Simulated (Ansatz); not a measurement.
## GeSb4Te7: strain energy, fitted

GeSb4Te7, P-3m1, a = 4.320 Å, c = 24.570 Å. The structure is a Materials Project entry; whether it is the stable form wasn't checked. Ansatz: PBE, PAW, 420 eV, Γ-centred 12×12×2 mesh on 12 atoms, Gaussian smearing 0.02 eV; no spin polarisation. Series: equal strain along all axes, cell held, atoms relaxed; x is the strain in per cent. y is the free energy over the unstrained cell, V0 = 33.098 Å³/atom.

| x (%) | y (meV/atom) |
| --- | --- |
| -4.0 | ? |
| -2.0 | 10.26 |
| 0.0 | 0.00 |
| 2.0 | 7.70 |
| 4.0 | 27.42 |

**Question.** Fit y = c2 x² + c3 x³ to the other rows, turn c2 into a modulus, and predict the missing energy.

**Answer.** Least squares on the rows shown. y = 2.2662 x² − 0.13878 x³. In eV per unit strain² c2 is 22.66; the stiffness is B for this strain (E = 9/2 B V0 ε², shape held): 2 × 22.66 × 160.2 / (9 × 33.098) = 24 GPa. At x = -4.0 the fit asked for gives 45.14 meV/atom. The run gave 47.35 meV/atom, so the fit is 2.21 meV/atom too low, 4.7 % of the span of the series, against an rms of 0.16 meV/atom on the fitted rows. The row lies outside the fitted range. With a term in x⁴ added, a fit to the same known rows (none to spare) predicts 47.90 meV/atom, so most of the miss is curvature that the known rows already hold. The records add, with no proof that it causes the miss: the gap is closed there and open in the run one row down.

Where the gap has closed, the smearing of 0.02 eV or less is narrow for a metal on this mesh.

Closed-shell ions balance this formula, and semilocal functionals make gaps too small, so «metal» can mean here that the functional has closed a real gap.